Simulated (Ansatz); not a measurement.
SnSe in the zincblende structure was relaxed with r2SCAN, strained in 2 ways (changes of length per length), its atoms relaxed again with r2SCAN, and run with PBE in Ansatz. No spin polarisation. The prototype was imposed, so other structures may be more stable.

Xy shear, engineering strain (angle) -5.96 %. Input:
```yaml
crystal:
  lattice:
    - [-0.100246732, 3.3639842963, 3.3639842963]
    - [3.3639842963, -0.100246732, 3.3639842963]
    - [3.2637375643, 3.2637375643, 0.0]
  atoms:
    - { symbol: Sn, position: [-0.0057375899, -0.0057375899, 0.0057375899] }
    - { symbol: Se, position: [0.2557375899, 0.2557375899, 0.2442624101] }
kpoints:
  mp_grid: { grid: [6, 6, 6] }
  band_path:
    path:
      - [0.0, 0.0, 0.0]
      - [-0.5, -0.5, 0.0]
      - [-0.375, -0.375, 0.25]
      - [-0.375, 0.0, 0.375]
      - [0.0, 0.0, 0.5]
      - [-0.5, -0.25, 0.25]
    npoints: 1
hamiltonian:
  xc: pbe
scf:
  occupations: { method: fermi_dirac, width: 0.02 }
  n_extra_bands: 4
output:
  forces: true
  stress: true
  eigenvalues: true
```

Main results, then levels in eV from the Fermi energy at the points of the path (names of the unstrained zone, bands numbered from 0):
```
Crystal: 2 atoms, lattice volume = 76.069 Å³
Basis set: ecut = 420 eV, 1469 PW (Γ)
Symmetry: 4 space group operations
Space group: Imm2 (ITA 44)
k-points: 46 of 216 (time reversal used)
Free energy (F): -11493.702164 eV
Fermi energy:    5.454631 eV
--- Forces (eV/Å), atoms counted from 1 ---
  atom   1  Sn      0.00000      0.00000    -0.01611
  atom   2  Se      0.00000      0.00000      0.01615
--- Stress (GPa, compression-positive) ---
        0.665340      -0.638385       0.000000
       -0.638385       0.665340       0.000000
        0.000000       0.000000       0.590196
  P = ⅓ Tr σ = 0.6403 GPa (6.403 kbar)
```
```tsv
point	band_11	band_12	band_13	band_14	band_15	band_16	band_17
Γ	-5.285	-2.331	-2.242	-2.125	1.415	1.554	1.668
X	-7.405	-3.600	-3.266	-0.704	0.221	4.310	4.505
U	-7.333	-3.823	-3.380	-0.689	1.564	3.308	3.761
K	-7.344	-3.883	-3.241	-0.455	1.247	3.308	3.778
L	-7.087	-2.854	-2.773	-2.286	2.197	2.260	3.468
W	-7.365	-3.752	-3.626	0.043	1.701	2.206	3.999
```

The PBE gap is indirect, 0.02 eV (W to X (0, -1/2, -1/2)), below the direct gap of 0.64 eV at X (0, -1/2, -1/2). (This is within a few times the smearing of 0.02 eV, so the filling near the edges can be smeared.) The mean pressure at these positions is +0.64 GPa, compression counted positive.

Uniaxial +1.7 % along z, other directions held. These blocks change:
```yaml
crystal:
  lattice:
    - [0.0, 3.3639842963, 3.4211720294]
    - [3.3639842963, 0.0, 3.4211720294]
    - [3.3639842963, 3.3639842963, 0.0]
  atoms:
    - { symbol: Sn, position: [0.0, 0.0, 0.0] }
    - { symbol: Se, position: [0.25, 0.25, 0.25] }
```

```
Crystal: 2 atoms, lattice volume = 77.431 Å³
Basis set: ecut = 420 eV, 1467 PW (Γ)
Symmetry: 8 space group operations
Space group: I-4m2 (ITA 119)
k-points: 30 of 216 (time reversal used)
Free energy (F): -11493.696093 eV
Fermi energy:    5.292699 eV
--- Forces (eV/Å), atoms counted from 1 ---
  atom   1  Sn      0.00000      0.00000      0.00000
  atom   2  Se      0.00000      0.00000      0.00000
--- Stress (GPa, compression-positive) ---
        0.197274       0.000000       0.000000
        0.000000       0.197274       0.000000
        0.000000       0.000000       0.181873
  P = ⅓ Tr σ = 0.1921 GPa (1.921 kbar)
```
```tsv
point	band_11	band_12	band_13	band_14	band_15	band_16	band_17
Γ	-5.331	-2.259	-2.196	-2.196	1.490	1.490	1.537
X	-7.406	-3.359	-3.359	-0.543	0.104	4.292	4.292
U	-7.345	-3.825	-3.162	-0.436	1.266	3.362	3.617
K	-7.316	-3.829	-3.221	-0.489	1.203	3.376	3.630
L	-7.106	-2.757	-2.687	-2.137	2.243	2.270	3.317
W	-7.349	-3.681	-3.593	0.062	1.637	2.235	3.909
```

With PBE the valence top at W and the conduction bottom at X (0, -1/2, -1/2) reach the same energy, so the least gap is zero; the least direct gap is 0.65 eV. The mean pressure is +0.19 GPa (compression positive), so PBE would enlarge the cell's volume.

No spin-orbit coupling is included; it can move band edges with weight on the heavy atoms by tenths of an eV.

Gaps or overlaps of about a tenth of an eV are at the limit of these meshes: between the points read a gap can be smaller or closed.
